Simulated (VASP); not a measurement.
A run of VASP 6.6.1:

File INCAR:

```
  PREC = Accurate
  ENCUT = 520
  EDIFF = 1E-8
  ISMEAR = -1
  SIGMA = 0.05
  LREAL = False
  LASPH = True
  NELM = 100
  ALGO = Normal
  ISIF = 2
  LWAVE = False
  LCHARG = False
  GGA = PE
  LEFG = True
  NBANDS = 20
```

Contents of KPOINTS:

```
regular mesh
0
Gamma
  11 11 6
```

File POSCAR:

```
Tl
1.0
    3.4559983565      0.0000000000      0.0000000000
   -1.7279991783      2.9929823722      0.0000000000
    0.0000000000      0.0000000000      5.5250000000
Tl
2
Direct
    0.3333333333      0.6666666667      0.2500000000
    0.6666666667      0.3333333333      0.7500000000
```

Potentials or basis: VASP PAW PBE potentials, release 64 (Tl_d).

Launch:

```sh
$ cat potpaw_PBE.64/Tl_d/POTCAR > POTCAR
$ mpirun -np 1 vasp_std > vasp.out
```

Hardware: 1 thread of AMD EPYC 7R13 Processor (Zen 3), on a shared host.

Task: Estimate the wall time of this run.

Result: Run time: 45 s on 1 thread of AMD EPYC 7R13 Processor (Zen 3), on a shared host, peak memory 0.18 GiB. Counts: scf iterations 13, k points 64.
